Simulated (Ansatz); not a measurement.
# MgS (Niningerite) (Fm-3m) in Ansatz: relaxation of cell and atoms with PBEsol+D4

Aim: the relaxation of cell and atoms of MgS (Niningerite) with PBEsol+D4.

All numbers are computed with Ansatz 0.2.0; they aren't measurements. Logs are shortened: lines on timing, memory, paths and dates and some standing lists are left out, and cuts for length are marked.

**1. The crystal as given**

The structure is cubic, space group Fm-3m (No. 225). Conventional cell: a = 5.203 Å, b = 5.203 Å, c = 5.203 Å, α = 90.00°, β = 90.00°, γ = 90.00°. S (site symmetry m-3m) is surrounded by 6 Mg at 2.60 Å. Mg (site symmetry m-3m) is surrounded by 6 S at 2.60 Å.

**2. Relaxation of cell and atoms, PBEsol+D4**

File input.yaml:

```yaml
crystal:
  lattice:
    - [0.0, 2.60165, 2.60165]
    - [2.60165, 0.0, 2.60165]
    - [2.60165, 2.60165, 0.0]
  atoms:
    - { symbol: S, position: [0.5, 0.5, 0.5] }
    - { symbol: Mg, position: [0.0, 0.0, 0.0] }
hamiltonian:
  xc: pbesol
  pseudopotentials: { kind: paw }
  dispersion: d4
kpoints:
  mp_grid: { grid: [9, 9, 9] }
scf:
  occupations: { method: fermi_dirac, width: 0.05 }
output:
  forces: true
  stress: true
  eigenvalues: true
relax:
  f_tol: 0.01
  max_steps: 40
  cell: { stress_tol: 0.05 }
```

Potentials or basis: Ansatz PAW.

On the command line:

```
> ansatz run input.yaml --threads 2 --pin off --max-ram 5632MiB --backend cpu --events-out ev --progress --plain --runs-dir out
```

Standard output:

```text
Warning: RAYON_NUM_THREADS=2 ignored (pool sized by the plan → 2); use --threads N
Engine: ansatz 0.2.0, aarch64-unknown-linux-gnu
Pseudopotentials: kind: paw
Pseudopotential: S, paw, valence charge 6, recommended cutoff 420 eV (normal), S.paw.azcp
Pseudopotential: Mg, paw, valence charge 10, recommended cutoff 420 eV (normal), Mg.paw.azcp
Functional definition: PBEsol
  exchange = pbesol_x
  correlation = pbesol_c
Crystal: 2 atoms, lattice volume = 35.219 Å³
Basis set: ecut = 420 eV, 701 PW (Γ), exchange–correlation on 50×50×50 points (8 copies of the dense FFT grid, shifted against one another)
Bands: 12, of which v1, the nominal top of the filled ones, is band 8 counted from 1 (7 counted from 0)
Symmetry: 48 space group operations
Space group: Fm-3m (ITA 225), of the structure as read, at distance tolerance 3.3e-5 Å
k-points: 35 of 729
Non-local potential: S, projectors of the file, l = 0: 2, l = 1: 2, l = 2: 2
Non-local potential: Mg, projectors of the file, l = 0: 3, l = 1: 2, l = 2: 1
PAW form: soft (Blöchl's): semilocal exchange-correlation on the pseudo side does not see the compensation charge
PAW frozen core: S, regenerated for the run's functional, and the local potential with it (the file was generated under x = pbe(κ = 0.804, μ = 0.2195149727645171), c = pbe(β = 0.06672455060314922))
PAW frozen core: Mg, regenerated for the run's functional, and the local potential with it (the file was generated under x = pbe(κ = 0.804, μ = 0.2195149727645171), c = pbe(β = 0.06672455060314922))
PAW one-centre angular grid: S, 110 points (default); XC on 64 Gauss nodes
PAW one-centre angular grid: Mg, 110 points (default); XC on 64 Gauss nodes
Initial density: superposition of atomic densities (neutral atoms: chi_scale 0, normalization atom), corrected by the library's trained network
Initial wavefunctions: pseudopotential atomic-orbital guess
Functional: x = pbesol(κ = 0.804, μ = 0.12345679012345678), c = pbesol(β = 0.046)
SCF iter   1: F=—  HF=-2800.249175 eV  |F-HF|=—  |Δ(HF+E_count)|=         —  Δρ=3.79e-3  dr2=7.06e-3  ethr=1.77e-3  ⟨swp⟩=6.3  Hψ=2518  notcnv=0
preconditioner: auto → none  [insulator: Δε(μ)=2.767 eV  Ē_g=11.642 eV  σ=0.050 eV  W_gap=1.00  n_scr=8 (ndim 8)  ℏωp=17.7 eV  f_vac=0.000  D(μ)=0.00/eV (n_scr^D=0)  ε∞_Penn≈3.3]
SCF iter   2: F=—  HF=-2800.246188 eV  |F-HF|=—  |Δ(HF+E_count)|=   2.99e-3  Δρ=1.15e-3  dr2=3.36e-4  ethr=4.41e-5  ⟨swp⟩=2.1  Hψ=910  notcnv=0
SCF iter   3: F=—  HF=-2800.246183 eV  |F-HF|=—  |Δ(HF+E_count)|=   4.32e-6  Δρ=3.67e-4  dr2=2.56e-5  ethr=2.10e-6  ⟨swp⟩=2.1  Hψ=689  notcnv=0
SCF iter   4: F=—  HF=-2800.246202 eV  |F-HF|=—  |Δ(HF+E_count)|=   1.88e-5  Δρ=4.44e-5  dr2=5.57e-7  ethr=1.60e-7  ⟨swp⟩=1.0  Hψ=420  notcnv=0
iter 5 did not close the SCF: its close was put off for the readings that it lacked (scf_convergence_deferred on its scf_iter line)
SCF iter   5: F=-2800.246202 eV  HF=-2800.246202 eV  |F-HF|=2.24e-10  |Δ(HF+E_count)|=   1.85e-7  Δρ=4.60e-6  dr2=2.93e-9  ethr=3.48e-9  ⟨swp⟩=2.2  Hψ=660  notcnv=0
SCF iter   6: F=-2800.246202 eV  HF=-2800.246202 eV  |F-HF|=2.33e-10  |Δ(HF+E_count)|=   1.07e-9  Δρ=7.62e-7  dr2=3.26e-10  ethr=1.83e-11  ⟨swp⟩=1.9  Hψ=1254  notcnv=0
SCF 1 converged in 6 iterations: F = -2800.246202 eV  dr2 = 3.26e-10
relax step   1: F+E_penalty+E_count = -2800.24620247 eV  Δ(F+E_penalty+E_count) = +0.000e0 eV  max|allowed force component| = 1.713e-30 eV/Å  Δτ_max = 0.0000 Å  P = -2.363 GPa  Ω = 35.219 Å³  (6 SCF iters, dr2 threshold 1.00e-7 eV, accepted)
Crystal: 2 atoms, lattice volume = 34.310 Å³
Basis set: ecut = 420 eV, 645 PW (Γ), exchange–correlation on 50×50×50 points (8 copies of the dense FFT grid, shifted against one another)
Initial density: handed on by an earlier stage of this run
Initial wavefunctions: those handed on with the density
iter 1 solved again at ethr=1.40e-6 eV; its pass at ethr=3.10e-3 eV (dr2=2.24e-4 eV) is discarded
SCF iter   1: F=—  HF=-2800.254254 eV  |F-HF|=—  |Δ(HF+E_count)|=         —  Δρ=7.16e-4  dr2=2.20e-4  ethr=1.40e-6  ⟨swp⟩=1.8  Hψ=3087  notcnv=0
preconditioner: auto → none  [insulator: Δε(μ)=2.884 eV  Ē_g=11.827 eV  σ=0.050 eV  W_gap=1.00  n_scr=8 (ndim 8)  ℏωp=17.9 eV  f_vac=0.000  D(μ)=0.00/eV (n_scr^D=0)  ε∞_Penn≈3.3]
SCF iter   2: F=—  HF=-2800.254171 eV  |F-HF|=—  |Δ(HF+E_count)|=   8.28e-5  Δρ=3.27e-4  dr2=3.46e-5  ethr=1.37e-6  ⟨swp⟩=2.0  Hψ=700  notcnv=0
SCF iter   3: F=—  HF=-2800.254172 eV  |F-HF|=—  |Δ(HF+E_count)|=   7.04e-7  Δρ=7.64e-5  dr2=1.73e-6  ethr=2.16e-7  ⟨swp⟩=2.0  Hψ=665  notcnv=0
SCF iter   4: F=-2800.254172 eV  HF=-2800.254172 eV  |F-HF|=4.44e-8  |Δ(HF+E_count)|=   8.45e-8  Δρ=1.52e-5  dr2=7.41e-8  ethr=1.25e-9  ⟨swp⟩=6.0  Hψ=2023  notcnv=0
SCF 2 converged in 4 iterations: F = -2800.254172 eV  dr2 = 7.41e-8
relax step   2: F+E_penalty+E_count = -2800.25417169 eV  Δ(F+E_penalty+E_count) = -7.969e-3 eV  max|allowed force component| = 8.546e-31 eV/Å  Δτ_max = 0.0000 Å  P = -0.393 GPa  Ω = 34.310 Å³  energy of the carried Pulay correction = +2.987e-5 eV  (4 SCF iters, dr2 threshold 2.00e-7 eV, accepted)
Crystal: 2 atoms, lattice volume = 34.134 Å³
iter 1 solved again at ethr=7.09e-8 eV; its pass at ethr=3.10e-3 eV (dr2=1.13e-5 eV) is discarded
SCF iter   1: F=—  HF=-2800.254379 eV  |F-HF|=—  |Δ(HF+E_count)|=         —  Δρ=1.42e-4  dr2=8.45e-6  ethr=7.09e-8  ⟨swp⟩=2.1  Hψ=2927  notcnv=0
preconditioner: auto → none  [insulator: Δε(μ)=2.895 eV  Ē_g=11.856 eV  σ=0.050 eV  W_gap=1.00  n_scr=8 (ndim 8)  ℏωp=18.0 eV  f_vac=0.000  D(μ)=0.00/eV (n_scr^D=0)  ε∞_Penn≈3.3]
SCF iter   2: F=—  HF=-2800.254384 eV  |F-HF|=—  |Δ(HF+E_count)|=   4.91e-6  Δρ=6.76e-5  dr2=1.41e-6  ethr=5.28e-8  ⟨swp⟩=2.8  Hψ=741  notcnv=0
SCF iter   3: F=-2800.254384 eV  HF=-2800.254384 eV  |F-HF|=1.22e-8  |Δ(HF+E_count)|=   1.93e-7  Δρ=1.45e-5  dr2=6.39e-8  ethr=1.25e-9  ⟨swp⟩=2.8  Hψ=1567  notcnv=0
SCF 3 converged in 3 iterations: F = -2800.254384 eV  dr2 = 6.39e-8
relax step   3: F+E_penalty+E_count = -2800.25438403 eV  Δ(F+E_penalty+E_count) = -2.123e-4 eV  max|allowed force component| = 1.643e-30 eV/Å  Δτ_max = 0.0000 Å  P = +0.019 GPa  Ω = 34.134 Å³  energy of the carried Pulay correction = +3.575e-5 eV  (3 SCF iters, dr2 threshold 2.00e-7 eV, accepted)
Initial wavefunctions: pseudopotential atomic-orbital guess (no wavefunctions were taken with the density)
iter 1 solved again at ethr=3.30e-6 eV; its pass at ethr=3.10e-3 eV (dr2=5.29e-4 eV) is discarded
SCF iter   1: F=—  HF=-2800.254338 eV  |F-HF|=—  |Δ(HF+E_count)|=         —  Δρ=1.44e-5  dr2=7.67e-8  ethr=3.30e-6  ⟨swp⟩=2.1  Hψ=3426  notcnv=0
eigensolver tolerance schedule: the retry pair's looser diagonalisation over-reported the residual by 6890.85 of it (diagonalisation noise at an unbounded share of the residual, at the tolerance the schedule requests for it); recorded, not acted on — ethr = c·dr2/N_el stays at c = 1.0e-1
SCF iter   2: F=—  HF=-2800.254346 eV  |F-HF|=—  |Δ(HF+E_count)|=   7.96e-6  Δρ=8.57e-6  dr2=1.08e-8  ethr=4.79e-10  ⟨swp⟩=3.0  Hψ=830  notcnv=0
SCF iter   3: F=—  HF=-2800.254346 eV  |F-HF|=—  |Δ(HF+E_count)|=   4.91e-9  Δρ=3.70e-6  dr2=2.18e-9  ethr=6.72e-11  ⟨swp⟩=2.1  Hψ=594  notcnv=0
SCF iter   4: F=—  HF=-2800.254346 eV  |F-HF|=—  |Δ(HF+E_count)|=   2.07e-9  Δρ=5.47e-7  dr2=4.03e-11  ethr=1.36e-11  ⟨swp⟩=2.8  Hψ=722  notcnv=0
SCF iter   5: F=-2800.254346 eV  HF=-2800.254346 eV  |F-HF|=1.32e-11  |Δ(HF+E_count)|=  2.68e-11  Δρ=2.60e-7  dr2=1.35e-11  ethr=1.00e-12  ⟨swp⟩=4.9  Hψ=1525  notcnv=0
SCF 4 converged in 5 iterations: F = -2800.254346 eV  dr2 = 1.35e-11
relax step   4: F+E_penalty+E_count = -2800.25434641 eV  Δ(F+E_penalty+E_count) = +3.762e-5 eV  max|allowed force component| = 2.301e-30 eV/Å  Δτ_max = 0.0000 Å  P = +0.020 GPa  Ω = 34.134 Å³  stress off target by 1.98e-2 GPa  SCF on the basis re-selected at this cell (its energy is not comparable with the rows above)  (5 SCF iters)
basis re-selected at this cell: Δ(F+E_penalty+E_count) = +3.762e-5 eV, ΔP = +0.001 GPa vs the last step (what re-selecting the basis moved, of the pressure what is left beyond the Pulay correction that the steps carried, after the strain that the cell walked since its last selection, with what the two solves' SCF thresholds leave and, on support functions, any second-order correction that the steps lacked; it is no measure of the basis error at this ecutwfc). This SCF's stress stands 1.98e-2 GPa from its target on what of the cell is left free (relax.cell.stress_tol is 5.00e-2 GPa) and its largest allowed force component is 2.30e-30 eV/Å (relax.f_tol is 1.00e-2 eV/Å): within both
SCF converged after 5 iterations
Free energy (F): -2800.254346 eV
Harris-Foulkes:  -2800.254346 eV  (|F-HF|=1.32e-11)
Internal energy: -2800.254346 eV  (E = F + TS)
E sigma→0 (E₀):  -2800.254346 eV
Fermi energy:    8.156483 eV
--- Per-component energies (eV) ---
  E_band       = -325.176989
  E_kinetic    = 185.664834
  E_local      = -1650.043107  (includes V_loc(G=0)·N_el)
  E_nonlocal   = 124.290335
  E_hartree    = 587.022227
  E_xc         = -126.677209
  E_vxc        = -127.057510  (∫ρ·V_xc dr)
  E_paw        = -865.613942  (= ΣΔE_a)
  E_vpaw       = -32.075934  (= ΣTr[D̂ρ^β])
  E_aug_tail   = 0.000004  (compensation charges beyond the density's cutoff)
  E_ewald      = -1054.678694
  E_disp       = -0.339606  (pairwise vdW)
  E_core_change = 0.120812  (= ΣΔE_core)
  E_smearing   = -0.000000  (= −TS)
  E_closure    = 0.000000  (closes the sum)
  Σ components = -2800.254346   (vs F -2800.254346, Δ=0.00e0)
--- Forces (eV/Å), atoms counted from 1 ---
  atom   1  S      0.00000000    -0.00000000     0.00000000
  atom   2  Mg    -0.00000000     0.00000000     0.00000000
  max |Σ_I F_I| component: 4.34e-30 eV/Å
--- Stress (GPa, compression-positive) ---
        0.019829      -0.000000      -0.000000
       -0.000000       0.019829      -0.000000
       -0.000000      -0.000000       0.019829
  P = ⅓ Tr σ = 0.0198 GPa (0.198 kbar)
--- Band table (eV; the first three rows and the last of 35) ---
  k-point 0: bands = ["-67.5549", "-34.4957", "-34.4957", "-34.4957", "-6.1614", "6.7023", "6.7023", "6.7023", "10.5437", "14.4934", "14.4934", "14.4934"]
  k-point 1: bands = ["-67.5548", "-34.4967", "-34.4959", "-34.4959", "-6.0333", "5.8037", "6.6142", "6.6142", "11.2234", "14.2208", "14.7206", "14.7206"]
  k-point 2: bands = ["-67.5547", "-34.4990", "-34.4962", "-34.4962", "-5.6765", "4.1807", "6.4104", "6.4104", "11.6810", "14.5928", "14.5928", "14.7270"]
  k-point 34: bands = ["-67.5544", "-34.5013", "-34.5003", "-34.4986", "-4.3391", "2.9699", "3.5544", "4.4742", "11.9382", "13.9657", "14.3685", "15.8166"]
--- Relaxed structure (3 steps of the walk, 3 accepted, 1 SCFs on fresh bases) ---
  F+E_penalty+E_count = -2800.25434641 eV   max|allowed force component| = 2.301e-30 eV/Å   (the final SCF, on the basis selected at the relaxed cell)
  cell:  # Å, volume = 34.1345 Å³
    - [-1.057289696825835e-33, 2.5746668043658323, 2.5746668043658323]
    - [2.5746668043658323, -2.5986184817629647e-33, 2.5746668043658323]
    - [2.5746668043658323, 2.5746668043658323, -1.1082221621410049e-33]
  atoms:
    - { symbol: S, position: [0.5, 0.5, 0.5] }
    - { symbol: Mg, position: [-3.3736376861350045e-36, 2.6025205007345035e-36, 2.6025205007325745e-36] }
```

Run time: 3.1 s. Hardware: 2 threads of Arm Neoverse V2, shared host; peak memory 0.28 GiB.

Results:

| Quantity | Value |
| --- | --- |
| Free energy | -2800.2543 eV |
| Relaxed volume | 17.07 Å³/atom |
| Relaxed cell | a = 3.641 Å, b = 3.641 Å, c = 3.641 Å, α = 60.00°, β = 60.00°, γ = 60.00° |
| Space group after relaxing (to 0.05 Å) | Fm-3m (No. 225) |
| Energy gained by relaxing | 4.1 meV/atom |
| Ionic steps | 4 |
| Pressure after relaxing | 0.0 GPa |
| Band gap on the k mesh | 2.90 eV, indirect (least direct gap 3.84 eV) |

The path:
| step | energy change (eV) | largest force (eV/Å) | volume (Å³) |
| --- | --- | --- | --- |
| 1 | 0.0000 | 0.0000 | 35.22 |
| 2 | -0.0080 | 0.0000 | 34.31 |
| 3 | -0.0082 | 0.0000 | 34.13 |
| 4 | -0.0081 | 0.0000 | 34.13 |

Final structure:
```
S Mg
1.0
     0.00000    2.57467    2.57467
     2.57467    0.00000    2.57467
     2.57467    2.57467    0.00000
S Mg
1 1
Direct
  0.50000 0.50000 0.50000
  0.00000 0.00000 0.00000
```

Caveat: odd divisions of the mesh miss points on the zone boundary, where band edges often lie, so the gap on the mesh can be too wide; the plane-wave basis is chosen anew once the cell has moved, so the energies of steps on either side of that aren't comparable; the PAW data sets come from PBE, with cores solved anew for the run's functional, which leaves a small shift of forces and pressure. A k mesh can miss the band edges.
